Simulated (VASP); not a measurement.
Here is a VASP 6.6.1 calculation.

The input POSCAR:

```
LiF
1.0
    2.6951600000      0.0000000000      0.0000000000
    0.0000000000      2.6951600000      0.0000000000
    0.0000000000      0.0000000000      4.4634600000
Li F
1 1
Direct
    0.0000000000      0.0000000000      0.0000000000
    0.5000000000      0.5000000000      0.0000000000
```

The input INCAR.step1:

```
SYSTEM = LiF
PREC     = Accurate       ! precision mode
ENCUT    = 520            ! plane-wave cutoff, eV
EDIFF    = 1E-7           ! SCF threshold, eV
ISMEAR   = 0              ! smearing method
SIGMA    = 0.01           ! smearing width, eV
LREAL    = .FALSE.        ! projectors in reciprocal space
LASPH    = .TRUE.         ! aspherical terms in the spheres
NELM     = 60             ! most SCF steps
ALGO     = Normal         ! electronic algorithm
ISIF     = 2              ! what is computed and relaxed
LWAVE    = .TRUE.         ! write WAVECAR
LCHARG   = .TRUE.         ! write CHGCAR
GGA      = CA             ! functional
```

The input INCAR.step2:

```
SYSTEM = LiF
PREC     = Accurate       ! precision mode
ENCUT    = 520            ! plane-wave cutoff, eV
EDIFF    = 1E-7           ! SCF threshold, eV
ISMEAR   = 0              ! smearing method
SIGMA    = 0.01           ! smearing width, eV
LREAL    = .FALSE.        ! projectors in reciprocal space
LASPH    = .TRUE.         ! aspherical terms in the spheres
NELM     = 60             ! most SCF steps
ALGO     = Normal         ! electronic algorithm
ISIF     = 2              ! what is computed and relaxed
LWAVE    = .FALSE.        ! write WAVECAR
LCHARG   = .FALSE.        ! write CHGCAR
GGA      = CA             ! functional
ISTART   = 1            
ICHARG   = 11             ! starting density
ISYM     = -1           
NUM_WANN = 5            
LSCDM    = .TRUE.
```

File KPOINTS:

```
regular mesh
0
G
  5 5 3
  0 0 0
```

File KPOINTS_OPT:

```
path GXMGZRAZ,XR,MA
12
line-mode
reciprocal
 0.0000000000  0.0000000000  0.0000000000  G
 0.0000000000  0.5000000000  0.0000000000  X

 0.0000000000  0.5000000000  0.0000000000  X
 0.5000000000  0.5000000000  0.0000000000  M

 0.5000000000  0.5000000000  0.0000000000  M
 0.0000000000  0.0000000000  0.0000000000  G

 0.0000000000  0.0000000000  0.0000000000  G
 0.0000000000  0.0000000000  0.5000000000  Z

 0.0000000000  0.0000000000  0.5000000000  Z
 0.0000000000  0.5000000000  0.5000000000  R

 0.0000000000  0.5000000000  0.5000000000  R
 0.5000000000  0.5000000000  0.5000000000  A

 0.5000000000  0.5000000000  0.5000000000  A
 0.0000000000  0.0000000000  0.5000000000  Z

 0.0000000000  0.5000000000  0.0000000000  X
 0.0000000000  0.5000000000  0.5000000000  R

 0.5000000000  0.5000000000  0.0000000000  M
 0.5000000000  0.5000000000  0.5000000000  A
```

The input KPOINTS_WAN:

```
path GXMGZRAZ,XR,MA
12
line-mode
reciprocal
 0.0000000000  0.0000000000  0.0000000000  G
 0.0000000000  0.5000000000  0.0000000000  X

 0.0000000000  0.5000000000  0.0000000000  X
 0.5000000000  0.5000000000  0.0000000000  M

 0.5000000000  0.5000000000  0.0000000000  M
 0.0000000000  0.0000000000  0.0000000000  G

 0.0000000000  0.0000000000  0.0000000000  G
 0.0000000000  0.0000000000  0.5000000000  Z

 0.0000000000  0.0000000000  0.5000000000  Z
 0.0000000000  0.5000000000  0.5000000000  R

 0.0000000000  0.5000000000  0.5000000000  R
 0.5000000000  0.5000000000  0.5000000000  A

 0.5000000000  0.5000000000  0.5000000000  A
 0.0000000000  0.0000000000  0.5000000000  Z

 0.0000000000  0.5000000000  0.0000000000  X
 0.0000000000  0.5000000000  0.5000000000  R

 0.5000000000  0.5000000000  0.0000000000  M
 0.5000000000  0.5000000000  0.5000000000  A
```

Potentials or basis: VASP PAW LDA potentials, release 64 (Li_sv, F).

Command:

```bash
$ cat potpaw_LDA.64/Li_sv/POTCAR potpaw_LDA.64/F/POTCAR > POTCAR
$ cp INCAR.step1 INCAR
$ mpirun -np 1 vasp_std > vasp.out
$ cp INCAR.step2 INCAR
$ mpirun -np 1 vasp_std > vasp.out
```

**Question.** Predict the RMS miss of the Wannier bands.

**Answer.** 0.142 eV.

**Question.** Predict the band gap on the k mesh.

**Answer.** 5.75 eV, indirect (least direct gap 6.09 eV).

**Question.** Estimate the band gap along the path.

**Answer.** 5.71 eV, indirect (least direct gap 6.09 eV).

Levels at the corners of the path, in eV from the valence-band top:
```
point  band 2  band 3  band 4  band 5  band 6  band 7  band 8  band 9
    Γ  -19.19   -1.29   -0.38   -0.38    5.71   11.48   15.80   19.42
    X  -19.04   -2.09   -0.62    0.00   10.24   10.98   11.87   16.07
    X  -19.04   -2.09   -0.62    0.00   10.24   10.98   11.87   16.07
    M  -18.64   -2.44   -2.44   -0.21   14.59   15.05   15.05   15.96
    M  -18.64   -2.44   -2.44   -0.21   14.59   15.05   15.05   15.96
    Γ  -19.19   -1.29   -0.38   -0.38    5.71   11.48   15.80   19.42
    Γ  -19.19   -1.29   -0.38   -0.38    5.71   11.48   15.80   19.42
    Z  -19.19   -1.55   -0.38   -0.38    7.12    9.64   18.28   19.75
    Z  -19.19   -1.55   -0.38   -0.38    7.12    9.64   18.28   19.75
    R  -19.04   -2.06   -0.72    0.00    9.21   12.35   12.39   14.81
    R  -19.04   -2.06   -0.72    0.00    9.21   12.35   12.39   14.81
    A  -18.64   -2.42   -2.42   -0.26   13.76   14.99   14.99   16.75
    A  -18.64   -2.42   -2.42   -0.26   13.76   14.99   14.99   16.75
    Z  -19.19   -1.55   -0.38   -0.38    7.12    9.64   18.28   19.75
    X  -19.04   -2.09   -0.62    0.00   10.24   10.98   11.87   16.07
    R  -19.04   -2.06   -0.72    0.00    9.21   12.35   12.39   14.81
    M  -18.64   -2.44   -2.44   -0.21   14.59   15.05   15.05   15.96
    A  -18.64   -2.42   -2.42   -0.26   13.76   14.99   14.99   16.78
```

Caveat: the k mesh is coarse (spacing up to 0.47 Å⁻¹), so the values aren't converged. A hybrid or GW would open this gap; LDA tends to underestimate it.
